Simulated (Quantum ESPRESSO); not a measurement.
# PtS2 (P-3m1) in Quantum ESPRESSO: notebook

Aim: see how the results for PtS2 move with the level of theory and the settings. Levels: PBEsol, revPBE, AM05, vdW-DF3-opt2+U, PBE+XDM. Tasks: band structure, density of states.

Program: Quantum ESPRESSO 7.5. These are calculated values, not measurements. Logs are shortened: lines on timing, memory, paths and dates and some standing lists are left out, and cuts for length are marked.

## 1. Starting point

The structure is trigonal, space group P-3m1 (No. 164). Conventional cell: a = 3.543 Å, b = 3.543 Å, c = 5.039 Å, α = 90.00°, β = 90.00°, γ = 120.00°. Around Pt (site symmetry -3m) lie 6 S at 2.34 Å. Around S (site symmetry 3m) lie 3 Pt at 2.34 Å.

## 2. Band structure, PBEsol

The input, pw.in:

```
&CONTROL
  calculation = 'scf'
  prefix = 'pwscf'
  outdir = './tmp'
  pseudo_dir = './pseudo'
  tprnfor = .true.
  tstress = .true.
  disk_io = 'low'
/
&SYSTEM
  ibrav = 0
  nat = 3
  ntyp = 2
  ecutwfc = 84
  nbnd = 22
  occupations = 'smearing'
  smearing = 'fd'
  degauss = 0.00367493
/
&ELECTRONS
  conv_thr = 6d-10
  electron_maxstep = 120
  mixing_beta = 0.5
/
ATOMIC_SPECIES
Pt   195.0840 Pt.upf
S     32.0600 S.upf
CELL_PARAMETERS angstrom
   3.5432000000    0.0000000000    0.0000000000
  -1.7716000000    3.0685012107    0.0000000000
   0.0000000000    0.0000000000    5.0388000000
ATOMIC_POSITIONS crystal
Pt     0.0000000000    0.0000000000    0.0000000000
S      0.6666666667    0.3333333333    0.7730000000
S      0.3333333333    0.6666666667    0.2270000000
K_POINTS automatic
9 9 5 0 0 0
```

The input, bands.in:

```
&CONTROL
  calculation = 'bands'
  prefix = 'pwscf'
  outdir = './tmp'
  pseudo_dir = './pseudo'
  disk_io = 'low'
  verbosity = 'high'
/
&SYSTEM
  ibrav = 0
  nat = 3
  ntyp = 2
  ecutwfc = 84
  nbnd = 22
  occupations = 'smearing'
  smearing = 'fd'
  degauss = 0.00367493
/
&ELECTRONS
  conv_thr = 1d-08
  electron_maxstep = 120
  mixing_beta = 0.5
  diago_full_acc = .true.
/
ATOMIC_SPECIES
Pt   195.0840 Pt.upf
S     32.0600 S.upf
CELL_PARAMETERS angstrom
   3.5432000000    0.0000000000    0.0000000000
  -1.7716000000    3.0685012107    0.0000000000
   0.0000000000    0.0000000000    5.0388000000
ATOMIC_POSITIONS crystal
Pt     0.0000000000    0.0000000000    0.0000000000
S      0.6666666667    0.3333333333    0.7730000000
S      0.3333333333    0.6666666667    0.2270000000
K_POINTS crystal
60
 0.0000000000  0.0000000000  0.0000000000 1
 0.0714285714  0.0000000000  0.0000000000 1
 0.1428571429  0.0000000000  0.0000000000 1
 0.2142857143  0.0000000000  0.0000000000 1
 0.2857142857  0.0000000000  0.0000000000 1
 0.3571428571  0.0000000000  0.0000000000 1
 0.4285714286  0.0000000000  0.0000000000 1
 0.5000000000  0.0000000000  0.0000000000 1
 0.4583333333  0.0833333333  0.0000000000 1
 0.4166666667  0.1666666667  0.0000000000 1
 0.3750000000  0.2500000000  0.0000000000 1
 0.3333333333  0.3333333333  0.0000000000 1
 0.2962962963  0.2962962963  0.0000000000 1
 0.2592592593  0.2592592593  0.0000000000 1
 0.2222222222  0.2222222222  0.0000000000 1
 0.1851851852  0.1851851852  0.0000000000 1
 0.1481481481  0.1481481481  0.0000000000 1
 0.1111111111  0.1111111111  0.0000000000 1
 0.0740740741  0.0740740741  0.0000000000 1
 0.0370370370  0.0370370370  0.0000000000 1
 0.0000000000  0.0000000000  0.0000000000 1
 0.0000000000  0.0000000000  0.1250000000 1
 0.0000000000  0.0000000000  0.2500000000 1
 0.0000000000  0.0000000000  0.3750000000 1
 0.0000000000  0.0000000000  0.5000000000 1
 0.0625000000  0.0000000000  0.5000000000 1
 0.1250000000  0.0000000000  0.5000000000 1
 0.1875000000  0.0000000000  0.5000000000 1
 0.2500000000  0.0000000000  0.5000000000 1
 0.3125000000  0.0000000000  0.5000000000 1
 0.3750000000  0.0000000000  0.5000000000 1
 0.4375000000  0.0000000000  0.5000000000 1
 0.5000000000  0.0000000000  0.5000000000 1
 0.4583333333  0.0833333333  0.5000000000 1
 0.4166666667  0.1666666667  0.5000000000 1
 0.3750000000  0.2500000000  0.5000000000 1
 0.3333333333  0.3333333333  0.5000000000 1
 0.3030303030  0.3030303030  0.5000000000 1
 0.2727272727  0.2727272727  0.5000000000 1
 0.2424242424  0.2424242424  0.5000000000 1
 0.2121212121  0.2121212121  0.5000000000 1
 0.1818181818  0.1818181818  0.5000000000 1
 0.1515151515  0.1515151515  0.5000000000 1
 0.1212121212  0.1212121212  0.5000000000 1
 0.0909090909  0.0909090909  0.5000000000 1
 0.0606060606  0.0606060606  0.5000000000 1
 0.0303030303  0.0303030303  0.5000000000 1
 0.0000000000  0.0000000000  0.5000000000 1
 0.5000000000  0.0000000000  0.5000000000 1
 0.5000000000  0.0000000000  0.4000000000 1
 0.5000000000  0.0000000000  0.3000000000 1
 0.5000000000  0.0000000000  0.2000000000 1
 0.5000000000  0.0000000000  0.1000000000 1
 0.5000000000  0.0000000000  0.0000000000 1
 0.3333333333  0.3333333333  0.0000000000 1
 0.3333333333  0.3333333333  0.1000000000 1
 0.3333333333  0.3333333333  0.2000000000 1
 0.3333333333  0.3333333333  0.3000000000 1
 0.3333333333  0.3333333333  0.4000000000 1
 0.3333333333  0.3333333333  0.5000000000 1
```

Potentials or basis: PseudoDojo 0.4.1 SR PBEsol standard.

The run is started by

```console
> OMP_NUM_THREADS=1 pw.x -in pw.in > pw.out
> OMP_NUM_THREADS=1 pw.x -in bands.in > bands.out
```

pw.out:

```text
This program is part of the open-source Quantum ESPRESSO suite
     for quantum simulation of materials; please cite
[... 9 lines left out ...]
     --------------------
     sticks:   dense  smooth     PW     G-vecs:    dense   smooth      PW
     Sum        1039    1039    301                38389    38389    6041

     Using Slab Decomposition

     bravais-lattice index     =            0
     lattice parameter (alat)  =       6.6957  a.u.
     unit-cell volume          =     369.6968 (a.u.)^3
     number of atoms/cell      =            3
     number of atomic types    =            2
     number of electrons       =        30.00
     number of Kohn-Sham states=           22
     kinetic-energy cutoff     =      84.0000  Ry
     charge density cutoff     =     336.0000  Ry
     scf convergence threshold =      6.0E-10
     mixing beta               =       0.5000
     number of iterations used =            8  plain     mixing
     Exchange-correlation= PBESOL
                           (   1   4  10   8   0   0   0)

     celldm(1)=   6.695678  celldm(2)=   0.000000  celldm(3)=   0.000000
     celldm(4)=   0.000000  celldm(5)=   0.000000  celldm(6)=   0.000000

     crystal axes: (cart. coord. in units of alat)
               a(1) = (   1.000000   0.000000   0.000000 )
               a(2) = (  -0.500000   0.866025   0.000000 )
               a(3) = (   0.000000   0.000000   1.422104 )

     reciprocal axes: (cart. coord. in units 2 pi/alat)
               b(1) = (  1.000000  0.577350 -0.000000 )
               b(2) = (  0.000000  1.154701  0.000000 )
               b(3) = (  0.000000 -0.000000  0.703183 )

     PseudoPot. # 1 for Pt read from file:
     Pt.upf
     Pseudo is Norm-conserving + core correction, Zval = 18.0
     Generated using ONCVPSP code by D. R. Hamann
     Using radial grid of 1358 points,  8 beta functions with:
                l(1) =   0
                l(2) =   0
                l(3) =   1
                l(4) =   1
                l(5) =   2
                l(6) =   2
                l(7) =   3
                l(8) =   3

     PseudoPot. # 2 for S  read from file:
     S.upf
     Pseudo is Norm-conserving + core correction, Zval =  6.0
     Generated using ONCVPSP code by D. R. Hamann
     Using radial grid of 1146 points,  6 beta functions with:
                l(1) =   0
                l(2) =   0
                l(3) =   1
                l(4) =   1
                l(5) =   2
                l(6) =   2

     atomic species   valence    mass     pseudopotential
     Pt               18.00   195.08400     Pt( 1.00)
     S                 6.00    32.06000     S ( 1.00)

     12 Sym. Ops., with inversion, found

   Cartesian axes

     site n.     atom                  positions (alat units)
         1        Pt     tau(   1) = (   0.0000000   0.0000000   0.0000000  )
         2        S      tau(   2) = (   0.5000000   0.2886751   1.0992866  )
         3        S      tau(   3) = (  -0.0000000   0.5773503   0.3228177  )

     number of k points=    50  Fermi-Dirac smearing, width (Ry)=  0.0037
                       cart. coord. in units 2pi/alat
        k(    1) = (   0.0000000   0.0000000   0.0000000), wk =   0.0049383
        k(    2) = (   0.0000000   0.0000000   0.1406367), wk =   0.0098765
        k(    3) = (   0.0000000   0.0000000   0.2812733), wk =   0.0098765
        k(    4) = (   0.0000000   0.1283001   0.0000000), wk =   0.0296296
        k(    5) = (   0.0000000   0.1283001   0.1406367), wk =   0.0296296
        k(    6) = (   0.0000000   0.1283001   0.2812733), wk =   0.0296296
[... 42 lines left out ...]
        k(   49) = (  -0.2222222   0.5132002  -0.1406367), wk =   0.0592593
        k(   50) = (  -0.2222222   0.5132002  -0.2812733), wk =   0.0592593

     Dense  grid:    38389 G-vectors     FFT dimensions: (  40,  40,  60)

     Initial potential from superposition of free atoms

     starting charge      29.9998, renormalised to      30.0000
     Starting wfcs are   18 randomized atomic wfcs +    4 random wfcs

     Self-consistent Calculation

     iteration #  1     ecut=    84.00 Ry     beta= 0.50
     Davidson diagonalization with overlap
     ethr =  1.00E-02,  avg # of iterations =  5.9

     total energy              =    -305.04824540 Ry
     estimated scf accuracy    <       0.48468756 Ry

     iteration #  2     ecut=    84.00 Ry     beta= 0.50
     Davidson diagonalization with overlap
     ethr =  1.62E-03,  avg # of iterations =  2.3

     total energy              =    -305.16496366 Ry
     estimated scf accuracy    <       0.64845720 Ry

     iteration #  3     ecut=    84.00 Ry     beta= 0.50
     Davidson diagonalization with overlap
     ethr =  1.62E-03,  avg # of iterations =  1.8

     total energy              =    -305.26793530 Ry
     estimated scf accuracy    <       0.00490482 Ry

     iteration #  4     ecut=    84.00 Ry     beta= 0.50
     Davidson diagonalization with overlap
     ethr =  1.63E-05,  avg # of iterations =  8.7

     total energy              =    -305.26885317 Ry
     estimated scf accuracy    <       0.00093644 Ry

     iteration #  5     ecut=    84.00 Ry     beta= 0.50
     Davidson diagonalization with overlap
     ethr =  3.12E-06,  avg # of iterations =  3.1

     total energy              =    -305.26896186 Ry
     estimated scf accuracy    <       0.00000806 Ry

     iteration #  6     ecut=    84.00 Ry     beta= 0.50
     Davidson diagonalization with overlap
     ethr =  2.69E-08,  avg # of iterations =  3.5

     total energy              =    -305.26896694 Ry
     estimated scf accuracy    <       0.00000131 Ry

     iteration #  7     ecut=    84.00 Ry     beta= 0.50
     Davidson diagonalization with overlap
     ethr =  4.37E-09,  avg # of iterations =  2.0

     total energy              =    -305.26896717 Ry
     estimated scf accuracy    <       0.00000003 Ry

     iteration #  8     ecut=    84.00 Ry     beta= 0.50
     Davidson diagonalization with overlap
     ethr =  8.34E-11,  avg # of iterations =  3.8

     total energy              =    -305.26896717 Ry
     estimated scf accuracy    <       0.00000004 Ry

     iteration #  9     ecut=    84.00 Ry     beta= 0.50
     Davidson diagonalization with overlap
     ethr =  8.34E-11,  avg # of iterations =  2.0

     total energy              =    -305.26896718 Ry
     estimated scf accuracy    <          6.4E-10 Ry

     iteration # 10     ecut=    84.00 Ry     beta= 0.50
     Davidson diagonalization with overlap
     ethr =  2.13E-12,  avg # of iterations =  2.1

     End of self-consistent calculation

          k = 0.0000 0.0000 0.0000 (  4755 PWs)   bands (ev):

   -88.7463 -42.9074 -42.9074 -42.7336  -4.6512  -1.3534   3.8580   3.8580
     3.9863   6.9383   6.9383   9.1438   9.7994   9.7994  10.8161  13.3877
    13.3877  15.5825  16.5363  18.6947  18.6947  22.7721

          k = 0.0000 0.0000 0.1406 (  4786 PWs)   bands (ev):

   -88.7463 -42.9074 -42.9074 -42.7336  -4.5652  -1.5998   3.8649   3.8649
     4.3915   6.9301   6.9301   8.9928   9.7324   9.7324  10.4775  13.5471
    13.5471  15.6972  17.1627  18.6073  18.6073  21.8544

          k = 0.0000 0.0000 0.2813 (  4810 PWs)   bands (ev):

   -88.7463 -42.9074 -42.9074 -42.7337  -4.4021  -1.9908   3.8760   3.8760
     5.1344   6.9173   6.9173   8.5275   9.6292   9.6292  10.0867  13.8194
    13.8194  16.1486  18.0262  18.4212  18.4212  20.5114

          k = 0.0000 0.1283 0.0000 (  4777 PWs)   bands (ev):

   -88.7462 -42.9102 -42.9081 -42.7333  -4.4831  -1.4625   3.9708   3.9939
     4.1551   6.6926   6.8137   8.6569   9.7811   9.8065  10.9099  12.7298
    13.2609  16.3580  17.1490  18.4024  19.2186  21.7135

          k = 0.0000 0.1283 0.1406 (  4797 PWs)   bands (ev):

   -88.7462 -42.9102 -42.9081 -42.7333  -4.3987  -1.6739   3.8674   3.9663
     4.6310   6.6553   6.8155   8.6230   9.4929   9.8618  10.8574  12.9836
    13.1144  16.3313  17.2968  18.6399  19.4278  20.8976

          k = 0.0000 0.1283 0.2813 (  4819 PWs)   bands (ev):

   -88.7462 -42.9102 -42.9081 -42.7333  -4.2358  -2.0281   3.8501   3.9791
     5.2633   6.6415   6.7907   8.6436   8.9683   9.7735  10.6843  13.1008
    13.3439  16.6744  17.5514  18.9863  19.2152  19.9064

          k = 0.0000 0.2566 0.0000 (  4797 PWs)   bands (ev):

   -88.7461 -42.9172 -42.9099 -42.7324  -4.0114  -1.7230   4.2602   4.2729
     4.6723   5.9270   6.6146   7.9886   9.5517   9.5645  10.4950  12.3951
    13.2224  16.4677  18.2475  19.1645  20.1177  20.1499

          k = 0.0000 0.2566 0.1406 (  4806 PWs)   bands (ev):

   -88.7461 -42.9172 -42.9099 -42.7324  -3.9386  -1.8451   3.9449   4.2381
     5.1616   5.8220   6.6379   7.9816   9.6335   9.7075  10.9631  11.9524
    12.8742  16.1508  17.9165  19.4442  20.2685  20.7165
[... 223 lines left out ...]
          k =-0.1111 0.3208-0.2813 (  4801 PWs)   bands (ev):

   -88.7460 -42.9218 -42.9121 -42.7317  -3.3556  -2.2274   4.0182   4.3747
     5.1760   6.1715   6.2786   7.8984   9.2623   9.6149   9.6927  12.2403
    12.9161  17.0262  17.9191  19.3280  19.9487  20.6555

          k =-0.1111 0.4491-0.1406 (  4810 PWs)   bands (ev):

   -88.7459 -42.9279 -42.9143 -42.7309  -2.8426  -2.2672   3.8288   4.6146
     5.4191   5.9588   6.5210   7.7194   8.0915   8.8083   9.3177  12.9383
    13.1621  16.3541  18.0555  19.3793  19.6357  20.7513

          k =-0.1111 0.4491-0.2813 (  4810 PWs)   bands (ev):

   -88.7459 -42.9279 -42.9143 -42.7309  -2.7644  -2.3179   3.6562   4.5038
     5.2106   6.2731   6.5270   7.7631   8.1645   9.0099   9.4328  12.7046
    13.2496  16.4240  17.5227  19.2679  20.4803  20.8006

          k =-0.2222 0.5132-0.1406 (  4800 PWs)   bands (ev):

   -88.7458 -42.9276 -42.9190 -42.7304  -2.4601  -2.3323   3.8194   4.5408
     5.0707   6.1386   6.4465   7.5055   7.8928   8.8925   9.5672  12.3131
    12.7718  16.8653  18.5427  19.3413  19.8208  21.1345

          k =-0.2222 0.5132-0.2813 (  4813 PWs)   bands (ev):

   -88.7458 -42.9276 -42.9190 -42.7305  -2.4411  -2.3238   3.7518   4.4067
     5.1709   6.1460   6.4985   7.5174   7.7443   9.0138   9.2397  12.7014
    13.3000  17.2758  18.0174  19.4568  19.7136  20.6854

     the Fermi energy is    11.4068 ev

!    total energy              =    -305.26896718 Ry
     estimated scf accuracy    <          5.8E-11 Ry
     smearing contrib. (-TS)   =      -0.00000058 Ry
     internal energy E=F+TS    =    -305.26896660 Ry

     The total energy is F=E-TS. E is the sum of the following terms:
     one-electron contribution =    -156.02103056 Ry
     hartree contribution      =      89.31199586 Ry
     xc contribution           =     -59.94320484 Ry
     ewald contribution        =    -178.61672705 Ry

     convergence has been achieved in  10 iterations

     Forces acting on atoms (cartesian axes, Ry/au):

     atom    1 type  1   force =     0.00000000   -0.00000000    0.00000000
     atom    2 type  2   force =     0.00000000    0.00000000   -0.03649838
     atom    3 type  2   force =     0.00000000    0.00000000    0.03649838

     Total force =     0.051617     Total SCF correction =     0.000010

     Computing stress (Cartesian axis) and pressure

          total   stress  (Ry/bohr**3)                   (kbar)     P=       61.98
   0.00043738   0.00000000   0.00000000           64.34        0.00        0.00
   0.00000000   0.00043738   0.00000000            0.00       64.34        0.00
   0.00000000   0.00000000   0.00038915            0.00        0.00       57.25

=------------------------------------------------------------------------------=
   JOB DONE.
=------------------------------------------------------------------------------=
```

Run time: 2.2 min. Hardware: 1 thread of Intel Xeon at 2.60GHz (Ice Lake), shared host; peak memory 0.17 GiB.

What came out:

- Free energy: -4153.3959 eV
- Pressure: 6.2 GPa
- Largest force: 0.938 eV/Å
- Band gap on the k mesh: 0.95 eV, indirect (least direct gap 0.99 eV)
- Band gap along the path: 0.95 eV, indirect (least direct gap 1.49 eV)

Forces in eV/Å, atoms in the order of the input:
```
Pt   0.000  0.000  0.000
S    0.000  0.000 -0.938
S    0.000  0.000  0.938
```

Levels at the corners of the path, in eV from the valence-band top:
| point | band 12 | band 13 | band 14 | band 15 | band 16 | band 17 | band 18 | band 19 |
| --- | --- | --- | --- | --- | --- | --- | --- | --- |
| Γ | -1.78 | -1.13 | -1.13 | -0.11 | 2.46 | 2.46 | 4.66 | 5.61 |
| M | -3.31 | -3.23 | -3.01 | -2.34 | 1.75 | 2.85 | 5.43 | 6.38 |
| K | -3.67 | -2.70 | -1.47 | -1.47 | 1.00 | 1.00 | 5.59 | 7.91 |
| Γ | -1.78 | -1.13 | -1.13 | -0.11 | 2.46 | 2.46 | 4.66 | 5.61 |
| A | -2.52 | -1.31 | -1.31 | -0.89 | 2.94 | 2.94 | 5.33 | 7.24 |
| L | -3.26 | -3.11 | -2.72 | -1.35 | 2.08 | 2.35 | 5.29 | 5.39 |
| H | -3.60 | -3.54 | -1.87 | -1.87 | 2.22 | 2.22 | 7.19 | 7.75 |
| A | -2.52 | -1.31 | -1.31 | -0.89 | 2.94 | 2.94 | 5.33 | 7.24 |
| L | -3.26 | -3.11 | -2.72 | -1.35 | 2.08 | 2.35 | 5.29 | 5.39 |
| M | -3.31 | -3.23 | -3.01 | -2.34 | 1.75 | 2.85 | 5.43 | 6.38 |
| K | -3.67 | -2.70 | -1.47 | -1.47 | 1.00 | 1.00 | 5.59 | 7.91 |
| H | -3.60 | -3.54 | -1.87 | -1.87 | 2.22 | 2.22 | 7.19 | 7.75 |

Caveat: spin-orbit coupling is left out, which moves the levels of the heavy elements.

(Continued in part 2 of 3.)
